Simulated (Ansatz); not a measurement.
Rocksalt CaSe, relaxed with r2SCAN in Ansatz 0.2.0. It is cubic, Fm-3m (No. 225); conventional cell a = 5.935 Å, 26.13 Å³ an atom. Ca is surrounded by 6 Se at 2.97 Å; Se is surrounded by 6 Ca at 2.97 Å.

The axes x, y and z are those of this cell:
```xyz
2
Lattice="0.0000 2.9675 2.9675 2.9675 0.0000 2.9675 2.9675 2.9675 0.0000" Properties=species:S:1:pos:R:3 pbc="T T T"
Ca    0.0000    0.0000    0.0000
Se    2.9675    2.9675    2.9675
```

Unstrained: With PBE the valence top lies at Γ and the conduction bottom at X, 2.057 eV higher; the smallest vertical gap, at X, is 2.980 eV. r2SCAN gives an indirect gap of 2.518 eV, from Γ to X; the least direct gap is 3.458 eV at X. With HSE06 the valence top lies at Γ and the conduction bottom at X, 2.999 eV higher; the smallest vertical gap, at X, is 4.032 eV. Meshes: PBE 8×8×8, r2SCAN 8×8×8, HSE06 6×6×6. Strains are changes of length per length. After each strain the atoms were relaxed again with r2SCAN within the symmetry that the strain leaves, so tilts or polar shifts that break it weren't tested; points keep the names that they have in the unstrained zone. The values are computed, spin-unpolarised, and not measurements.

Q: Estimate what uniaxial +1.43 % along z, other directions held does to the gap.

A: PBE: the gap goes from 2.057 to 2.086 eV (+0.029 eV). r2SCAN: the gap goes from 2.518 to 2.546 eV (+0.028 eV). HSE06: the gap goes from 2.999 to 3.029 eV (+0.030 eV). The r2SCAN energy rises by 1.8 meV an atom.

Q: One strain changed the r2SCAN stress by xx -1.98, yy -0.37, zz -0.37 GPa (compression positive) and the gap by +0.039 eV (PBE), +0.038 eV (r2SCAN), +0.040 eV (HSE06). Which kind of strain was it, and roughly how large?

A: Uniaxial +1.92 % along x, other directions held. The pattern of the stress gives the kind; the size needs the stiffness, so it is an estimate.

Q: Apply uniaxial +5.77 % along [111], other directions held. How far does the gap move, against the unstrained cell?

A: PBE: the gap goes from 2.057 to 2.050 eV (-0.007 eV); with r2SCAN the top three valence levels at Γ, degenerate before, become 2+1 from the top over 335 meV. r2SCAN: the gap goes from 2.518 to 2.506 eV (-0.012 eV). HSE06: the gap goes from 2.999 to 2.995 eV (-0.004 eV). The r2SCAN energy rises by 24.0 meV an atom.

Spin-orbit coupling is left out.

The meshes of the hybrids are coarse, so their gaps aren't converged to the digits shown.

The splittings at Γ are without spin-orbit coupling, which regroups them where it is of like size or larger.
